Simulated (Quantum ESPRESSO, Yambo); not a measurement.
# WS2 (2H monolayer): G0W0 with and without spin-orbit coupling, part 2 of 2

Is the spin-orbit change of the gap of WS2 (2H monolayer) the same in DFT and in GW?

Quantum ESPRESSO 7.5 and Yambo 5.3.0; PBE and many-body steps on it, plane waves. Known limits of the many-body steps: not at the basis limit; no spin-orbit coupling in some runs.

So far. Step 4 (Scalar-relativistic): The gap on the mesh goes from 1.81 eV to 2.85 eV, a correction of +1.04 eV. Step 5 (Empty states on the mesh, 6×6×1 mesh, 178 bands): On this mesh the gap is 1.555 eV.

### Step 7. With spin-orbit coupling

This step: G0W0 on PBE with spin-orbit coupling, plane waves, norm-conserving pseudopotentials.

gw3.in reads:

```
HF_and_locXC
gw0
dyson
ppa
em1d
rim_cut
rim_w
RandQpts= 3000000
RandGvec= 100 RL
CUTGeo= "slab z"
RandGvecW= 9 RL
EXXRLvcs= 62 Ry
VXCRLvcs= 248 Ry
Chimod= "HARTREE"
% BndsRnXp
 1 | 178 |
%
NGsBlkXp= 9.5 Ry
% LongDrXp
 1 | 1 | 0 |
%
% GbndRnge
 1 | 178 |
%
DysSolver= "n"
ExtendOut
PPAPntXp= 27.21138 eV
% QPkrange
 7 | 7 | 23 | 30 |
 1 | 1 | 23 | 30 |
%
```

Command:

```bash
OMP_NUM_THREADS=1 mpirun -n 4 yambo -F gw3.in -J gw3 -C gw3 > gw3.log
```

What it wrote:

```text
 Yambo, version 5.3.0

 [02] CORE Variables Setup
 =========================

  [... cell, symmetries and grids as in the set-up ...]

  [02.05] Energies & Occupations
  ==============================

  [X] === General ===
  [X] Electronic Temperature                        :  0.000000  0.000000 [eV K]
  [X] Bosonic    Temperature                        :  0.000000  0.000000 [eV K]
  [X] Finite Temperature mode                       : no
  [X] El. density                                   :  0.18473E+24 [cm-3]
  [X] Fermi Level                                   :  0.871211 [eV]

  [X] === Gaps and Widths ===
  [X] Conduction Band Min                           :  1.555005 [eV]
  [X] Valence Band Max                              :  0.000000 [eV]
  [X] Filled Bands                                  :  26
  [X] Empty Bands                                   :   27  178
  [X] Direct Gap                                    :  1.555005 [eV]
  [X] Direct Gap localized at k                     :   7
  [X] Indirect Gap                                  :  1.555005 [eV]
  [X] Indirect Gap between kpts                     :   7   7
  [X] Last valence band width                       :  1.364190 [eV]
  [X] 1st conduction band width                     :  1.016201 [eV]

 [03] Transferred momenta grid and indexing
 ==========================================

 IBZ Q-points                                      :   7
 BZ  Q-points                                      :   36

 K/Q-points units:
 rlu = crystal or reduced units; cc = cartesian coordinates; iku = interal k-units

 Q [1]          [rlu]:  0.000000  0.000000  0.000000
 Q [2]          [rlu]: -0.95645E-17  0.16667       0.0000
 Q [3]          [rlu]: -0.19129E-16  0.33333       0.0000
[...]
RL volume               :  0.261164 [a.u.]
  Integrated volume       :  0.261151 [a.u.]

  [09.03] RIM integrals
  =====================

  Comparison between head Wc = W - v averages: < Wc > [au] RIM-W/RIM

   < -Wc [Q = 1] > 0.414707E-1 0.580484E-4 * < -Wc [Q = 2] > 0.005236 0.005021
   < -Wc [Q = 3] > 0.904879E-3 0.886609E-3 * < -Wc [Q = 4] > 0.305019E-3 0.301769E-3
   < -Wc [Q = 5] > 0.001320 0.001287 * < -Wc [Q = 6] > 0.431087E-3 0.426032E-3
   < -Wc [Q = 7] > 0.205755E-3 0.204332E-3

  Comparison between head Wc = W - v averages: < Wc > [au] RIM-W/RIM

   < -Wc [G = 1,G`=0] > 0.414707E-1 0.580484E-4 * < -Wc [G = 2,G`=0] >-0.002897 0.000000
   < -Wc [G = 3,G`=0] >-0.002897 0.000000 * < -Wc [G = 4,G`=0] > 0.514117E-4  0.00000
   < -Wc [G = 5,G`=0] > 0.514117E-4  0.00000 * < -Wc [G = 6,G`=0] > 0.162109E-3  0.00000
   < -Wc [G = 7,G`=0] > 0.162109E-3  0.00000 * < -Wc [G = 8,G`=0] >-0.377667E-4  0.00000
   < -Wc [G = 9,G`=0] >-0.377667E-4  0.00000

 [10] G0W0 (W PPA)
 =================

 [  GW  ] Bands range     :    1  178
 [GW/PPA] G damping       :  0.100000 [eV]

 QP @ state[ 1 ] K range:  1  1
 QP @ state[ 1 ] b range:  23  30
 QP @ state[ 2 ] K range:   7   7
 QP @ state[ 2 ] b range:  23  30

  Sc/G bands                                       :    1  178
  Sc/G damping                                     :  0.100000 ev
  Sc bands terminator                              : no
  Sx RL components                                 :   7845

  QP @ state[ 1 ] K range                          :  1  1
  QP @ state[ 1 ] b range                          :  23  30
  QP @ state[ 2 ] K range                          :   7   7
  QP @ state[ 2 ] b range                          :  23  30
  GF energies kind                                 : Perdew, Burke & Ernzerhof(X)+Perdew, Burke & Ernzerhof(C)
  GF WF`s kind                                     : Perdew, Burke & Ernzerhof(X)+Perdew, Burke & Ernzerhof(C)
  Xs energies kind                                 : Perdew, Burke & Ernzerhof(X)+Perdew, Burke & Ernzerhof(C)
  Xs WF`s kind                                     : Perdew, Burke & Ernzerhof(X)+Perdew, Burke & Ernzerhof(C)

 [14] Game Over & Game summary
```

Run time: 9.3 min. Hardware: 4 MPI ranks of Arm Neoverse V1, shared host; peak memory 3.6 GiB.

This step gave:

| Item | Value |
| --- | --- |
| G0W0 gap on the points computed | 2.611 eV |
| starting gap on the mesh | 1.555 eV |
| k of the valence top | 0.3333, 0.3333, 0 |
| k of the conduction bottom | 0.3333, 0.3333, 0 |
| least direct G0W0 gap on the computed points | 2.611 eV |
| Z at the valence top | 0.7544 |
| Z at the conduction bottom | 0.7513 |

Against G0W0 in Yambo (6×6×1 mesh, 89 bands, screening to 129.3 eV, Godby-Needs plasmon pole), the gap moves by −0.242 eV.

### Step 8. The runs together

Times are wall times on 4 MPI ranks of Arm Neoverse V1, shared host, good to a factor of about two.

| run | mesh | bands | screening cutoff (eV) | DFT gap (eV) | gap on the mesh (eV) | direct (eV) | time |
| --- | --- | --- | --- | --- | --- | --- | --- |
| scalar-relativistic | 6×6×1 | 89 | 129.3 | 1.811 | 2.852 | 2.852 | 2.9 min |
| with spin-orbit coupling | 6×6×1 | 178 | 129.3 | 1.555 | 2.611 | 2.611 | 9.3 min |

### Step 9. What came out

```
scalar-relativistic      : 2.852 eV
with spin-orbit coupling : 2.611 eV
known limits             : not at the basis limit; no spin-orbit coupling in some runs
```

**Reading.** With spin-orbit coupling: −0.242 eV against scalar-relativistic, −0.256 eV of it in the start. Against experiment, by with spin-orbit coupling: the direct gap of 2.61 eV lies +0.37 eV from the measured 2.238 ± 0.003 eV (electronic, 4 K, encapsulated, 2019); the gap of 2.61 eV lies +0.34 eV from the measured 2.27 eV (electronic, 70 K, on fused silica, 2017); the gap of 2.61 eV lies +0.47 eV from the measured 2.14 eV (transport, 240 K, 2014); the direct gap of 2.61 eV lies −0.12 eV from the measured 2.73 eV (electronic, 2014); the direct gap of 2.61 eV lies +0.64 eV from the measured 1.97 eV (exciton, 2020). An exciton line or allowed optical edge lies below the quasiparticle gap by the binding energy; a forbidden edge can push the onset above it. The computed sheet is free-standing; a substrate or cover screens it further and lowers both gap and binding, while the exciton line moves little. These are gaps on the mesh, at modest bands and cutoff. The calculation has static nuclei and no excitons; a measured gap holds zero-point and thermal motion, which mostly lowers it. Bands and cutoff are finite, so the gap is not at the basis limit. The miss can reach some tenths of an eV and take either sign; the mesh is an error of its own. In the G0W0 runs levels were corrected at 2 k points alone, so a gap called «on the mesh» is the least over those, and an edge elsewhere would be missed.

[Paths, hosts, dates, memory and timing lines, banners, echoed tables and standing remarks are left out of the program output.]

[Logs are printed without paths, hosts, clocks, repeated set-up lines and the standing remarks that a program may print on its own settings, such as how far it seeks lower states.]

[Runs of the session that timed out or met a known fault of the program may be left out.]

[Hosts, paths, dates, database ids (printed as entryN), source tags and the programs' standing remarks are cut or masked in the printed files.]
